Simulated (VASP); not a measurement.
# Ag (Fm-3m) in VASP: a series of runs

One crystal, Ag, is run at these levels: PBE; tasks: relaxation of the atoms.

Everything below comes from runs of VASP 6.6.1. Logs are shortened: lines on timing, memory, paths and dates and some standing lists are left out, and cuts for length are marked.

## 1. Starting point

It takes space group Fm-3m (No. 225, cubic). The conventional cell has a = 4.152 Å, b = 4.152 Å, c = 4.152 Å, α = 90.00°, β = 90.00°, γ = 90.00°. Ag (site symmetry m-3m) has 12 Ag at 2.94 Å as nearest neighbours.

## 2. Relaxation of the atoms, PBE (a relaxed cell with its volume scaled by 0.96)

Input file INCAR:

```
SYSTEM = Ag
PREC = Accurate
ENCUT = 300
EDIFF = 1E-7
ISMEAR = 1
SIGMA = 0.1
LREAL = .FALSE.
LASPH = .TRUE.
NELM = 80
ALGO = Normal
ISIF = 2
LWAVE = .FALSE.
LCHARG = .FALSE.
GGA = PE
IBRION = 2
NSW = 40
EDIFFG = -0.01
```

Input file KPOINTS:

```
regular mesh
0
G
  8 8 8
  0 0 0
```

Input file POSCAR:

```
Ag                                      
1.0
    0.0000000000      2.0479364363      2.0479364363
    2.0479364363      0.0000000000      2.0479364363
    2.0479364363      2.0479364363      0.0000000000
  Ag            
     1
Direct
     1.0000000000000000    0.0000000000000000    1.0000000000000000
```

Potentials or basis: VASP PAW PBE potentials, release 64 (Ag).

Launch:

```bash
$ cat potpaw_PBE.64/Ag/POTCAR > POTCAR
$ mpirun -np 1 vasp_std > vasp.out
```

OUTCAR:

```text
SYSTEM = Ag
   PREC = Accurate
   ENCUT = 300
   EDIFF = 1E-7
   ISMEAR = 1
   LREAL = .FALSE.
   LASPH = .TRUE.
   NELM = 80
   ISIF = 2
   GGA = PE
   IBRION = 2
   NSW = 40
   EDIFFG = -0.01

 ion  position               nearest neighbor table
   1  0.000  0.000  0.000-

  LATTYP: Found a face centered cubic cell.
 ALAT       =     4.0958728726

  Lattice vectors:

 A1 = (   0.0000000000,   2.0479364363,   2.0479364363)
 A2 = (   2.0479364363,   0.0000000000,   2.0479364363)
 A3 = (   2.0479364363,   2.0479364363,   0.0000000000)

Analysis of symmetry for initial positions (statically):
=====================================================================
 Subroutine PRICEL returns:
 Original cell was already a primitive cell.

 Routine SETGRP: Setting up the symmetry group for a
 face centered cubic supercell.

 Subroutine GETGRP returns: Found 48 space group operations
 (whereof 48 operations were pure point group operations)
 out of a pool of 48 trial point group operations.

The static configuration has the point symmetry O_h .

Analysis of symmetry for dynamics (positions and initial velocities):
=====================================================================
 Subroutine PRICEL returns:
 Original cell was already a primitive cell.

 Routine SETGRP: Setting up the symmetry group for a
 face centered cubic supercell.

 Subroutine GETGRP returns: Found 48 space group operations
 (whereof 48 operations were pure point group operations)
 out of a pool of 48 trial point group operations.

The dynamic configuration has the point symmetry O_h .

 Subroutine INISYM returns: Found 48 space group operations
 (whereof 48 operations are pure point group operations),
 and found     1 'primitive' translations

----------------------------------------------------------------------------------------

                                     Primitive cell

  volume of cell :      17.1783

  direct lattice vectors                    reciprocal lattice vectors
     0.000000000  2.047936436  2.047936436    -0.244148203  0.244148203  0.244148203
     2.047936436  0.000000000  2.047936436     0.244148203 -0.244148203  0.244148203
     2.047936436  2.047936436  0.000000000     0.244148203  0.244148203 -0.244148203

  length of vectors
     2.896219483  2.896219483  2.896219483     0.422877092  0.422877092  0.422877092

  position of ions in fractional coordinates (direct lattice)
     0.000000000  0.000000000  0.000000000

  ion indices of the primitive-cell ions
   primitive index   ion index
                 1           1

----------------------------------------------------------------------------------------

 KPOINTS: regular mesh

Automatic generation of k-mesh.
 Grid dimensions read from file:
 generate k-points for:    8    8    8

 Generating k-lattice:

  Cartesian coordinates                     Fractional coordinates (reciprocal lattice)
    -0.030518525  0.030518525  0.030518525     0.125000000  0.000000000  0.000000000
     0.030518525 -0.030518525  0.030518525     0.000000000  0.125000000  0.000000000
     0.030518525  0.030518525 -0.030518525     0.000000000  0.000000000  0.125000000

  Length of vectors
     0.052859636  0.052859636  0.052859636

  Shift w.r.t. Gamma in fractional coordinates (k-lattice)
     0.000000000  0.000000000  0.000000000

 Subroutine IBZKPT returns following result:
 ===========================================

 Found     29 irreducible k-points:

 Following reciprocal coordinates:
            Coordinates               Weight
  0.000000  0.000000  0.000000      1.000000
  0.125000  0.000000  0.000000      8.000000
  0.250000  0.000000  0.000000      8.000000
  0.375000  0.000000  0.000000      8.000000
  0.500000  0.000000  0.000000      4.000000
  0.125000  0.125000  0.000000      6.000000
[... 16 lines left out ...]
  0.500000  0.250000  0.125000     48.000000
 -0.375000  0.250000  0.125000     24.000000
 [... further k-points ...]
   k-points           NKPTS =     29   k-points in BZ     NKDIM =     29   number of bands    NBANDS=      9
   number of dos      NEDOS =    301   number of ions     NIONS =      1
   total plane-waves  NPLWV =   4096
   dimension x,y,z NGX =    16 NGY =   16 NGZ =   16
   dimension x,y,z NGXF=    32 NGYF=   32 NGZF=   32
   ions per type =               1
   NGX,Y,Z   is equivalent  to a cutoff of   9.18,  9.18,  9.18 a.u.
   NGXF,Y,Z  is equivalent  to a cutoff of  18.37, 18.37, 18.37 a.u.
 SYSTEM =  Ag
   PREC   = accura    normal or accurate (medium, high low for compatibility)
   ISTART =      0    job   : 0-new  1-cont  2-samecut
   ICHARG =      2    charge: 1-file 2-atom 10-const
   ISPIN  =      1    spin polarized calculation?
   LNONCOLLINEAR =      F non collinear calculations
   LSORBIT =      F    spin-orbit coupling
   LASPH  =      T    aspherical Exc in radial PAW
   ENCUT  =  300.0 eV  22.05 Ry    4.70 a.u.   4.09  4.09  4.09*2*pi/ulx,y,z
   NELM   =     80;   NELMIN=  2; NELMDL= -5     # of ELM steps
   EDIFF  = 0.1E-06   stopping-criterion for ELM
   LREAL  =      F    real-space projection
   EDIFFG = -.1E-01   stopping-criterion for IOM
   NSW    =     40    number of steps for IOM
   IBRION =      2    ionic relax: 0-MD 1-quasi-New 2-CG
   NFREE  =      1    steps in history (QN), initial steepest desc. (CG)
   ISIF   =      2    stress and relaxation
   ISYM   =      2    0-nonsym 1-usesym 2-fastsym
   POTIM  = 0.5000    time-step for ionic-motion
   TEBEG  =    0.0;   TEEND  =   0.0 temperature during run
   PSTRESS=    0.0 pullay stress
   NELECT =      11.0000    total number of electrons
   NUPDOWN=      -1.0000    fix difference up-down
   EMIN   =  10.00;   EMAX   =-10.00  energy-range for DOS
   EFERMI =   0.00;   METHOD = LEGACY
   ISMEAR =     1;   SIGMA  =   0.10  broadening in eV -4-tet -1-fermi 0-gaus
   EFERMI_NEDOS =   21; number of points for ismear=-14 and -15
   IALGO  =     38    algorithm
   IMIX   =      4    mixing-type and parameters
     AMIX     =   0.40;   BMIX     =  1.00
     AMIX_MAG =   1.60;   BMIX_MAG =  1.00
  volume/ion in A,a.u.               =      17.18       115.92
  Fermi-wavevector in a.u.,A,eV,Ry     =   1.411061  2.666519 27.090483  1.991094
  Thomas-Fermi vector in A             =   2.532951
   LORBIT       =      0    0 simple, 1 ext, 2 COOP (PROOUT), +10 PAW based schemes
   GGA     = PE    functional components
   LHFCALC =     F    Hartree Fock is set to
   AEXX    =    0.0000 exact exchange contribution
   IVDW    =     0    specifies the selected vdW correction
   LEPSILON=     F    determine dielectric tensor
   LRPA    =     F    only Hartree local field effects (RPA)
 conjugate gradient relaxation of ions
 non-spin polarized calculation
 Methfessel and Paxton  Order N= 1 SIGMA  =   0.10
  energy-cutoff  :      300.00
  volume of cell :       17.18
 maximum number of plane-waves:       210
   NGX =  9   NGY =  9   NGZ =  9

 number of electron      11.0000017 magnetization

 Free energy of the ion-electron system (eV)
  ---------------------------------------------------
  ext. energy  EPLUGINS =         0.00000000
  ---------------------------------------------------
  free energy    TOTEN  =        -2.68835391 eV

  energy without entropy =       -2.68725083  energy(sigma->0) =       -2.68798622

 E-fermi :   8.1059     XC(G=0): -12.1648

 val. band max:        8.0591363845   @ k =   0.5000   0.2500   0.1250
 cond. band min:       8.5498633210   @ k =   0.5000   0.3750   0.1250
 fundamental gap:      0.4907269365
 Fermi energy:         8.1058930931

 k-point     1 :       0.0000    0.0000    0.0000
  band No.  band energies     occupation
      1       0.6117      2.00000
      2       3.5662      2.00000
      3       3.5662      2.00000
      4       3.5662      2.00000
      5       4.5879      2.00000
      6       4.5879      2.00000
      7      24.3404      0.00000
      8      27.8699      0.00000
      9      27.8699      0.00000

 k-point     2 :       0.1250    0.0000    0.0000
  band No.  band energies     occupation
      1       1.0801      2.00000
      2       3.4791      2.00000
      3       3.6826      2.00000
      4       3.6826      2.00000
      5       4.5538      2.00000
      6       4.5538      2.00000
      7      23.8373      0.00000
      8      25.4365      0.00000
      9      28.0240      0.00000

 k-point     3 :       0.2500    0.0000    0.0000
  band No.  band energies     occupation
      1       1.9870      2.00000
      2       3.7638      2.00000
      3       3.7638      2.00000
      4       3.8042      2.00000
      5       4.7104      2.00000
      6       4.7104      2.00000
      7      19.4158      0.00000
      8      24.9176      0.00000
      9      27.8833      0.00000

 k-point     4 :       0.3750    0.0000    0.0000
  band No.  band energies     occupation
      1       2.0713      2.00000
      2       3.6240      2.00000
      3       3.6240      2.00000
      4       5.1486      2.00000
      5       5.1486      2.00000
      6       5.8787      2.00000
      7      14.7679      0.00000
      8      23.9976      0.00000
      9      26.7609      0.00000
[... 205 lines left out ...]
 k-point    22 :       0.3750    0.2500    0.1250
  band No.  band energies     occupation
      1       2.7772      2.00000
      2       2.9427      2.00000
      3       3.6433      2.00000
      4       4.4228      2.00000
      5       4.6168      2.00000
      6       5.8875      2.00000
      7      20.1472      0.00000
      8      20.4976      0.00000
      9      24.5160      0.00000

 k-point    23 :       0.5000    0.2500    0.1250
  band No.  band energies     occupation
      1       2.7004      2.00000
      2       3.2638      2.00000
      3       3.5996      2.00000
      4       4.3351      2.00000
      5       5.0889      2.00000
      6       8.0591      1.70354
      7      15.6529      0.00000
      8      20.0525      0.00000
      9      22.3676      0.00000

 k-point    24 :      -0.3750    0.2500    0.1250
  band No.  band energies     occupation
      1       2.6446      2.00000
      2       3.1210      2.00000
      3       3.9950      2.00000
      4       4.1598      2.00000
      5       5.2986      2.00000
      6      10.6138      0.00000
      7      12.2428      0.00000
      8      20.6794      0.00000
      9      20.8617      0.00000

 [... further k-points ...]

------------------------ aborting loop because EDIFF is reached ----------------------------------------

  FORCE on cell =-STRESS in cart. coord.  units (eV):
  Direction    XX          YY          ZZ          XY          YZ          ZX
  --------------------------------------------------------------------------------------
  -------------------------------------------------------------------------------------
  Total        0.4405846      0.4405846      0.4405846     -0.0000000     -0.0000000      0.0000000
  in kB       41.0923034     41.0923034     41.0923034     -0.0000000     -0.0000000      0.0000000
  external PRESSURE =      41.0923034 kB  Pullay stress =       0.0000000 kB

 VOLUME and BASIS-vectors are now :
 -----------------------------------------------------------------------------
  energy-cutoff  :      300.00
  volume of cell :       17.18
      direct lattice vectors                 reciprocal lattice vectors
     0.000000000  2.047936436  2.047936436    -0.244148203  0.244148203  0.244148203
     2.047936436  0.000000000  2.047936436     0.244148203 -0.244148203  0.244148203
     2.047936436  2.047936436  0.000000000     0.244148203  0.244148203 -0.244148203

 POSITION                                       TOTAL-FORCE (eV/Angst)
 -----------------------------------------------------------------------------------
      0.00000      0.00000      0.00000         0.000000      0.000000      0.000000
 -----------------------------------------------------------------------------------
    total drift:                                0.000000      0.000000     -0.000000

  FREE ENERGIE OF THE ION-ELECTRON SYSTEM (eV)
  ---------------------------------------------------
  free  energy   TOTEN  =        -2.6883539136 eV

  energy  without entropy=       -2.6872508335  energy(sigma->0) =       -2.68798622

 reached required accuracy - stopping structural energy minimisation
```

It took 3.1 s on 1 thread of Intel Xeon Platinum 8488C (Sapphire Rapids), shared host; peak memory 0.11 GiB.

What came out:

| Quantity | Value |
| --- | --- |
| Free energy | -2.6884 eV |
| Pressure after relaxing | 4.1 GPa |
| Band gap on the k mesh | none (metal or under the smearing width) |

Final structure:
```
Ag
1.0
     0.00000    2.04794    2.04794
     2.04794    0.00000    2.04794
     2.04794    2.04794    0.00000
Ag
1
Direct
  0.00000 0.00000 0.00000
```

Caveat: the cutoff is under 1.25 times the usual one of these potentials, so pressure, stress and relaxed cells hold a basis-set (Pulay) error; the relaxation stopped at its first step, so nothing moved.

[end of part 1 of 2]
